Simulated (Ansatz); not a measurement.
# Te2Mo: the cost of one run

Method: DFT PBE, scalar-relativistic, plane waves, PAW, in Ansatz 0.2.0.

### Step 1. The starting structure

It takes space group P-6m2 (No. 187, hexagonal). The conventional cell has a = 3.560 Å, b = 3.560 Å, c = 17.524 Å, α = 90.00°, β = 90.00°, γ = 120.00°. Around Te (site symmetry 3m) lie 3 Mo at 2.73 Å. Around Mo (site symmetry -6m2) lie 6 Te at 2.73 Å.

Coordinates:

```xyz
48
Lattice="7.1205 12.3330 0.0000 14.2409 0.0000 0.0000 1.7801 3.0833 -17.5241" Properties=species:S:1:pos:R:3 pbc="T T T"
Te   12.4608   11.3053   -1.7900
Te    7.1205    2.0555   -1.7900
Te    3.5602    2.0555   -1.7900
Te   16.0210    5.1388   -1.7900
Te   17.8012    8.2220   -1.7900
Te   19.5813   11.3053   -1.7900
Te   14.2409    2.0555   -1.7900
Te   14.2409    8.2220   -1.7900
Te   16.0210   11.3053   -1.7900
Te   10.6807    2.0555   -1.7900
Te    8.9006    5.1388   -1.7900
Te   10.6807    8.2220   -1.7900
Te    5.3403    5.1388   -1.7900
Te    7.1205    8.2220   -1.7900
Te    8.9006   11.3053   -1.7900
Te   12.4608    5.1388   -1.7900
Te   12.4608   11.3053  -15.7341
Te   14.2409   14.3885  -15.7341
Te   10.6807   14.3885  -15.7341
Te   16.0210    5.1388  -15.7341
Te   17.8012    8.2220  -15.7341
Te   19.5813   11.3053  -15.7341
Te   21.3614   14.3885  -15.7341
Te   14.2409    8.2220  -15.7341
Te   16.0210   11.3053  -15.7341
Te   17.8012   14.3885  -15.7341
Te    8.9006    5.1388  -15.7341
Te   10.6807    8.2220  -15.7341
Te    5.3403    5.1388  -15.7341
Te    7.1205    8.2220  -15.7341
Te    8.9006   11.3053  -15.7341
Te   12.4608    5.1388  -15.7341
Mo   10.6807    6.1665    0.0000
Mo   12.4608    9.2498    0.0000
Mo    8.9006    9.2498    0.0000
Mo    0.0000    0.0000    0.0000
Mo    1.7801    3.0833    0.0000
Mo    3.5602    6.1665    0.0000
Mo    5.3403    9.2498    0.0000
Mo   12.4608    3.0833    0.0000
Mo   14.2409    6.1665    0.0000
Mo   16.0210    9.2498    0.0000
Mo    7.1205    0.0000    0.0000
Mo    8.9006    3.0833    0.0000
Mo    3.5602    0.0000    0.0000
Mo    5.3403    3.0833    0.0000
Mo    7.1205    6.1665    0.0000
Mo   10.6807    0.0000    0.0000
```

The runs take a perfect supercell of 48 atoms; the defect goes to fractional position (0.500, 0.750, 0.167).

### Step 2. The perfect supercell

Input file input.yaml:

```yaml
crystal:
  lattice:
    - [7.120464, 12.333008, 0.0]
    - [14.24093, 0.0, 0.0]
    - [1.780116, 3.083252, -17.524058]
  atoms:
    - { symbol: Te, position: [0.891131, 0.416666, 0.102144] }
    - { symbol: Te, position: [0.141131, 0.416666, 0.102144] }
    - { symbol: Te, position: [0.141131, 0.166666, 0.102144] }
    - { symbol: Te, position: [0.391131, 0.916666, 0.102144] }
    - { symbol: Te, position: [0.641131, 0.916666, 0.102144] }
    - { symbol: Te, position: [0.891131, 0.916666, 0.102144] }
    - { symbol: Te, position: [0.141131, 0.916666, 0.102144] }
    - { symbol: Te, position: [0.641131, 0.666666, 0.102144] }
    - { symbol: Te, position: [0.891131, 0.666666, 0.102144] }
    - { symbol: Te, position: [0.141131, 0.666666, 0.102144] }
    - { symbol: Te, position: [0.391131, 0.416666, 0.102144] }
    - { symbol: Te, position: [0.641131, 0.416666, 0.102144] }
    - { symbol: Te, position: [0.391131, 0.166666, 0.102144] }
    - { symbol: Te, position: [0.641131, 0.166666, 0.102144] }
    - { symbol: Te, position: [0.891131, 0.166666, 0.102144] }
    - { symbol: Te, position: [0.391131, 0.666666, 0.102144] }
    - { symbol: Te, position: [0.692203, 0.416666, 0.897856] }
    - { symbol: Te, position: [0.942203, 0.416666, 0.897856] }
    - { symbol: Te, position: [0.942203, 0.166666, 0.897856] }
    - { symbol: Te, position: [0.192203, 0.916666, 0.897856] }
    - { symbol: Te, position: [0.442203, 0.916666, 0.897856] }
    - { symbol: Te, position: [0.692203, 0.916666, 0.897856] }
    - { symbol: Te, position: [0.942203, 0.916666, 0.897856] }
    - { symbol: Te, position: [0.442203, 0.666666, 0.897856] }
    - { symbol: Te, position: [0.692203, 0.666666, 0.897856] }
    - { symbol: Te, position: [0.942203, 0.666666, 0.897856] }
    - { symbol: Te, position: [0.192203, 0.416666, 0.897856] }
    - { symbol: Te, position: [0.442203, 0.416666, 0.897856] }
    - { symbol: Te, position: [0.192203, 0.166666, 0.897856] }
    - { symbol: Te, position: [0.442203, 0.166666, 0.897856] }
    - { symbol: Te, position: [0.692203, 0.166666, 0.897856] }
    - { symbol: Te, position: [0.192203, 0.666666, 0.897856] }
    - { symbol: Mo, position: [0.5, 0.5, 0.0] }
    - { symbol: Mo, position: [0.75, 0.5, 0.0] }
    - { symbol: Mo, position: [0.75, 0.25, 0.0] }
    - { symbol: Mo, position: [0.0, 0.0, 0.0] }
    - { symbol: Mo, position: [0.25, 0.0, 0.0] }
    - { symbol: Mo, position: [0.5, 0.0, 0.0] }
    - { symbol: Mo, position: [0.75, 0.0, 0.0] }
    - { symbol: Mo, position: [0.25, 0.75, 0.0] }
    - { symbol: Mo, position: [0.5, 0.75, 0.0] }
    - { symbol: Mo, position: [0.75, 0.75, 0.0] }
    - { symbol: Mo, position: [0.0, 0.5, 0.0] }
    - { symbol: Mo, position: [0.25, 0.5, 0.0] }
    - { symbol: Mo, position: [0.0, 0.25, 0.0] }
    - { symbol: Mo, position: [0.25, 0.25, 0.0] }
    - { symbol: Mo, position: [0.5, 0.25, 0.0] }
    - { symbol: Mo, position: [0.0, 0.75, 0.0] }
basis:
  ecutwfc: 420
  fft_grid_basis: typed
kpoints:
  mp_grid: { grid: [1, 1, 1] }
hamiltonian:
  xc: pbe
  pseudopotentials: { kind: paw }
scf:
  occupations: { method: gaussian, width: 0.05 }
output:
  forces: true
  stress: false
  eigenvalues: true
  bader: false
  write_density: true
  volumetric_format: npy
```

The run is started by

```sh
ansatz run input.yaml --threads 8 --pin off --max-ram 16384MiB --backend cpu --events-out ev --progress --plain --runs-dir out
```

**Question.** How long does this run take on 8 threads of Arm Neoverse V2, shared host, and how much memory does it need?

About 13 s, with a peak of 3.8 GiB.
